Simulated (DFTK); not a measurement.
# Rh (Fm-3m) in DFTK: a series of runs

One crystal, Rh, is run at these levels: PBE; tasks: single point.

Program: DFTK 0.8.2. These are calculated values, not measurements. Logs are shortened: lines on timing, memory, paths and dates and some standing lists are left out, and cuts for length are marked.

**1. The crystal as given**

The structure is cubic, space group Fm-3m (No. 225). The conventional cell has a = 3.796 Å, b = 3.796 Å, c = 3.796 Å, α = 90.00°, β = 90.00°, γ = 90.00°. Rh (site symmetry m-3m) has 12 Rh at 2.68 Å as nearest neighbours.

**2. Single point, PBE**

Input file run.jl:

```julia
using DFTK
using PseudoPotentialData
using Unitful, UnitfulAtomic
using LinearAlgebra, Printf
include("save.jl")
disable_threading()

# lattice vectors are the columns
lattice = austrip(1u"Å") * [           0.0        1.89785        1.89785;
                  1.89785            0.0        1.89785;
                  1.89785        1.89785            0.0]
symbols   = [:Rh]
positions = [[0.0, 0.0, 0.0]]
pseudopotentials = PseudoFamily("dojo.nc.sr.pbe.v0_4_1.standard.upf")
elements = Dict(s => ElementPsp(s, pseudopotentials) for s in unique(symbols))
atoms    = [elements[s] for s in symbols]

build_model(lattice, positions; symmetries=true) =
    model_DFT(lattice, atoms, positions;
              functionals=PBE(),
              temperature=austrip(0.1u"eV"),
              smearing=Smearing.FermiDirac(),
              symmetries)
Ecut  = 44.0  # hartree
kgrid = [12, 12, 12]
tol   = 1e-6
to_GPa = ustrip(uconvert(u"GPa", 1u"hartree/bohr^3"))

model = build_model(lattice, positions)
basis = PlaneWaveBasis(model; Ecut, kgrid)
display(basis)
scfres = self_consistent_field(basis;
                               tol,
                               nbandsalg=AdaptiveBands(model; n_bands_converge=13))
display(scfres.energies)
@printf "Fermi level: %.6f eV\n" ustrip(auconvert(u"eV", something(scfres.εF, NaN)))
forces = compute_forces_cart(scfres)
println("Forces (eV/Å)")
for (s, f) in zip(symbols, forces)
    @printf "%-3s %12.6f %12.6f %12.6f\n" s ustrip.(auconvert.(u"eV/Å", f))...
end
stress = compute_stresses_cart(scfres)
println("Stress (GPa)")
display(round.(stress * to_GPa; digits=4))
println("Levels at the first k-point (eV): ", round.(ustrip.(auconvert.(u"eV", scfres.eigenvalues[1][1:scfres.n_bands_converge])); digits=4))
save_scf!(scfres; forces, stress)
```

Potentials or basis: dojo.nc.sr.pbe.v0_4_1.standard.upf (PBE).

Launch:

```sh
julia --threads=1 run.jl  # save.jl only writes the numbers to a file and isn't shown; printed stress counts tension as positive; times include loading and compiling
```

Output:

```text
PlaneWaveBasis discretization:

    Ecut                 : 44.0 Ha
    fft_size             : (36, 36, 36), 46656 total points
    kgrid                : MonkhorstPack([12, 12, 12])
    num.   red. kpoints  : 1728
    num. irred. kpoints  : 72

    Discretized Model(gga_x_pbe+gga_c_pbe, 3D):
        lattice (in Bohr)    : [0         , 3.58642   , 3.58642   ]
                               [3.58642   , 0         , 3.58642   ]
                               [3.58642   , 3.58642   , 0         ]
        unit cell volume     : 92.26 Bohr³

        atoms                : Rh
        pseudopot. family    : PseudoFamily("dojo.nc.sr.pbe.v0_4_1.standard.upf")

        num. electrons       : 17
        spin polarization    : none
        temperature          : 0.0036749 Ha
        smearing             : DFTK.Smearing.FermiDirac()

        terms                : Kinetic()
                               AtomicLocal()
                               AtomicNonlocal()
                               Ewald(nothing)
                               PspCorrection()
                               Hartree()
                               Xc(gga_x_pbe, gga_c_pbe)
                               Entropy()
n     Energy            log10(ΔE)   log10(Δρ)   Diag   Δtime
---   ---------------   ---------   ---------   ----   ------
  1   -117.2550586821                   -0.73    4.4    5.25s
  2   -117.2830120794       -1.55       -1.10    1.1    3.08s
  3   -117.2894459044       -2.19       -1.71    2.4    3.48s
  4   -117.2896039672       -3.80       -2.28    1.0    1.88s
  5   -117.2896193768       -4.81       -2.63    2.1    3.12s
  6   -117.2896205320       -5.94       -3.11    1.1    2.58s
  7   -117.2896210110       -6.32       -3.55    2.0    3.05s
  8   -117.2896210465       -7.45       -4.18    1.5    2.76s
  9   -117.2896210498       -8.48       -4.71    2.1    3.00s
 10   -117.2896210501       -9.51       -5.21    1.9    2.89s
 11   -117.2896210501      -10.69       -5.73    1.7    2.77s
 12   -117.2896210502      -11.42       -6.28    2.0    2.97s
Energy breakdown (in Ha):
    Kinetic             38.7927947
    AtomicLocal         -74.6963918
    AtomicNonlocal      7.1538864
    Ewald               -92.3641367
    PspCorrection       3.9409659
    Hartree             18.8118222
    Xc                  -18.9270804
    Entropy             -0.0014814

    total               -117.289621050151
Fermi level: 16.503770 eV
Forces (eV/Å)
Rh      0.000000     0.000000     0.000000
Stress (GPa)
3×3 StaticArraysCore.SMatrix{3, 3, Float64, 9} with indices SOneTo(3)×SOneTo(3):
 -7.9341   0.0      0.0
  0.0     -7.9341   0.0
  0.0      0.0     -7.9341
Levels at the first k-point (eV): [-62.4161, -29.8728, -29.8728, -29.8728, 8.5175, 13.4084, 13.4084, 13.4084, 15.5142, 15.5142, 32.6871, 38.1341, 38.1341]
```

Wall time 66 s (1 thread of Intel Xeon 6975P-C (Granite Rapids), shared host); peak memory 1.7 GiB.

What came out:

```
Free energy            : -3191.6132 eV
Pressure               : 7.9 GPa
Band gap on the k mesh : none (metal or under the smearing width)
```

**3. Single point, PBE**

run.jl, as its differences from that of step 2:

```diff
@@ -21,3 +21,3 @@
               temperature=austrip(0.1u"eV"),
-              smearing=Smearing.FermiDirac(),
+              smearing=Smearing.Gaussian(),
               symmetries)
```

Potentials or basis: dojo.nc.sr.pbe.v0_4_1.standard.upf (PBE).

Launch:

```sh
julia --threads=1 run.jl  # save.jl only writes the numbers to a file and isn't shown; printed stress counts tension as positive; times include loading and compiling
```

It took 69 s on 1 thread of Intel Xeon 6975P-C (Granite Rapids), shared host; peak memory 1.7 GiB.

The run converged. Its results:

| Item | Value |
| --- | --- |
| Free energy | -3191.5976 eV |
| Pressure | 7.5 GPa |
| Band gap on the k mesh | none (metal or under the smearing width) |

Levels at points of the mesh, in eV from the Fermi level:
```
             k point  band 5  band 6  band 7  band 8  band 9  band 10  band 11  band 12
  (0.00, 0.00, 0.00)   -8.02   -3.14   -3.14   -3.14   -1.03    -1.03    16.15    21.59
 (-0.50, 0.00, 0.00)   -6.20   -3.22   -3.22    0.54    0.54     0.70     8.67    15.63
(-0.50, -0.50, 0.00)   -6.40   -6.03    0.51    0.96    0.96     3.25    12.31    13.40
```

**4. Single point, PBE**

run.jl, as its differences from that of step 3:

```diff
@@ -21,3 +21,3 @@
               temperature=austrip(0.1u"eV"),
-              smearing=Smearing.Gaussian(),
+              smearing=Smearing.MarzariVanderbilt(),
               symmetries)
```

Launch:

```sh
julia --threads=1 run.jl  # save.jl only writes the numbers to a file and isn't shown; printed stress counts tension as positive; times include loading and compiling
```

Wall time 72 s (1 thread of Intel Xeon 6975P-C (Granite Rapids), shared host); peak memory 1.7 GiB.

It converged, with:

```yaml
Free_energy: -3191.5958 eV
Pressure: 7.5 GPa
Band_gap_on_the_k_mesh: none (metal or under the smearing width)
```

Levels at points of the mesh, in eV from the Fermi level:
| k point | band 5 | band 6 | band 7 | band 8 | band 9 | band 10 | band 11 | band 12 |
| --- | --- | --- | --- | --- | --- | --- | --- | --- |
| (0.00, 0.00, 0.00) | -8.03 | -3.15 | -3.15 | -3.15 | -1.04 | -1.04 | 16.14 | 21.58 |
| (-0.50, 0.00, 0.00) | -6.21 | -3.23 | -3.23 | 0.53 | 0.53 | 0.69 | 8.66 | 15.62 |
| (-0.50, -0.50, 0.00) | -6.41 | -6.04 | 0.50 | 0.95 | 0.95 | 3.24 | 12.30 | 13.38 |

**5. Overview**

```csv
smearing,gap on the mesh (eV),pressure (GPa)
fermi-dirac 0.1 eV,none,7.9
gaussian 0.1 eV,none,7.5
cold 0.1 eV,none,7.5
```

Alike in all rows: task single point; level PBE; potentials or basis dojo.nc.sr.pbe.v0_4_1.standard.upf (PBE); no spin polarisation; cell as given; k mesh 12 × 12 × 12; cutoff (eV) 1197.

Every run on the cell as given and a fine mesh finds a metal.

Absolute energies hang on the potentials; compare differences alone.
